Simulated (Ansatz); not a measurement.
SrO built on the rocksalt prototype, relaxed with r2SCAN in Ansatz. The symmetry is Fm-3m (No. 225, cubic); a = 5.160 Å in the conventional setting, 17.17 Å³ an atom. Around Sr lie 6 O at 2.58 Å; around O lie 6 Sr at 2.58 Å.

The axes x, y and z are those of this cell:
```
Sr O
1.0
     0.00000    2.57989    2.57989
     2.57989    0.00000    2.57989
     2.57989    2.57989    0.00000
Sr O
1 1
Direct
  0.00000 0.00000 0.00000
  0.50000 0.50000 0.50000
```

Unstrained: With PBE the valence top lies at Γ and the conduction bottom at X, 3.318 eV higher; the smallest vertical gap, at X, is 3.403 eV. r2SCAN gives an indirect gap of 3.799 eV, from Γ to X; the least direct gap is 3.880 eV at X. HSE06 gives an indirect gap of 4.794 eV, from Γ to X; the least direct gap is 4.890 eV at X. Meshes: PBE 8×8×8, r2SCAN 8×8×8, HSE06 6×6×6. Strains are changes of length per length. After each strain the atoms were relaxed again with r2SCAN within the symmetry that the strain leaves, so tilts or polar shifts that break it weren't tested; points keep the names that they have in the unstrained zone. (Simulation; spin polarisation is off.)

**Question.** Apply isotropic -2.49 % on every length. How far does the gap move, against the unstrained cell?

**Answer.** PBE: the gap goes from 3.318 to 3.272 eV (-0.046 eV). r2SCAN: the gap goes from 3.799 to 3.758 eV (-0.041 eV). HSE06: the gap goes from 4.794 to 4.772 eV (-0.022 eV). The r2SCAN energy rises by 30.6 meV an atom.

**Question.** Estimate what biaxial +5.34 % in x and y, z held does to the gap.

**Answer.** PBE: the gap goes from 3.318 to 3.106 eV (-0.212 eV); it turns from indirect (Γ → X) to direct (Γ); with r2SCAN the top three valence levels at Γ, degenerate before, become 1+2 from the top over 131 meV. r2SCAN: the gap goes from 3.799 to 3.600 eV (-0.199 eV). HSE06: the gap goes from 4.794 to 4.543 eV (-0.251 eV); it turns from indirect (Γ → X) to direct (Γ). The r2SCAN energy rises by 57.8 meV an atom.

**Question.** Apply uniaxial +1.63 % along [111], other directions held. How far does the gap move, against the unstrained cell?

**Answer.** PBE: the gap goes from 3.318 to 3.310 eV (-0.008 eV); with r2SCAN the top three valence levels at Γ, degenerate before, become 2+1 from the top over 36 meV. r2SCAN: the gap goes from 3.799 to 3.791 eV (-0.008 eV). HSE06: the gap goes from 4.794 to 4.781 eV (-0.013 eV). The r2SCAN energy rises by 2.4 meV an atom.

The meshes of the hybrids are coarse, so their gaps aren't converged to the digits shown.

The splittings at Γ are without spin-orbit coupling, which regroups them where it is of like size or larger.
